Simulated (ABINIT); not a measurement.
**Ir: band structure with rPW86PBE**

Ir:

```
Ir
1.0
     0.00000    1.91560    1.91560
     1.91560    0.00000    1.91560
     1.91560    1.91560    0.00000
Ir
1
Direct
  0.00000 0.00000 0.00000
```

| Quantity | Value |
| --- | --- |
| Program | ABINIT 10.8.3 (patched build) |
| Task | band structure |
| Functional | rPW86PBE |
| Potentials or basis | JTH PAW PBE v2.0 |
| Cutoff | 463 eV |
| k mesh | 12 × 12 × 12 |
| Occupations | fermi-dirac, width 0.05 eV |
| Spin | no spin polarisation |
| Fine-grid cutoff | 925.187 eV |
| Exchange and correlation inside the PAW spheres | full angular mesh (pawxcdev 0, this build's default; the released program takes 1) |

```
Pressure                                              : 27.5 GPa
Band gap on the k mesh                                : none (metal or under the smearing width)
Valence electrons inside the program's atomic spheres : Ir 13.63 (radii [1.3286] Å)
```

Levels at the corners of the path, in eV from the Fermi level:
```csv
point,band 3,band 4,band 5,band 6,band 7,band 8,band 9,band 10,band 11,band 12
Γ,-49.44,-11.20,-3.94,-3.94,-3.94,-1.25,-1.25,7.21,13.57,19.22
X,-49.74,-8.02,-7.44,0.83,1.49,1.49,1.71,7.15,10.64,11.55
W,-49.74,-6.35,-4.94,-4.94,-1.88,1.49,7.06,8.33,9.10,9.10
K,-49.67,-7.05,-6.06,-2.93,-0.95,0.60,6.16,7.32,7.78,11.56
Γ,-49.44,-11.20,-3.94,-3.94,-3.94,-1.25,-1.25,7.21,13.57,19.22
L,-49.55,-8.19,-4.07,-4.07,-0.73,0.89,0.89,6.89,7.64,13.27
U,-49.67,-7.05,-6.06,-2.93,-0.95,0.60,6.16,7.32,7.78,11.56
W,-49.74,-6.35,-4.94,-4.94,-1.88,1.49,7.06,8.33,9.10,9.10
L,-49.55,-8.19,-4.07,-4.07,-0.73,0.89,0.89,6.89,7.64,13.27
K,-49.67,-7.05,-6.06,-2.93,-0.95,0.60,6.16,7.32,7.78,11.56
```

Run time: 16 s on 1 thread of Arm Neoverse V2, with other jobs on the host, peak memory 0.11 GiB.

Caveat: so large a pressure means that the cell lies far from this level's equilibrium, or that cutoff or potentials fall short; the potentials were made for another functional, which shifts forces and pressure; spin-orbit coupling is left out, which moves the levels of the heavy elements.
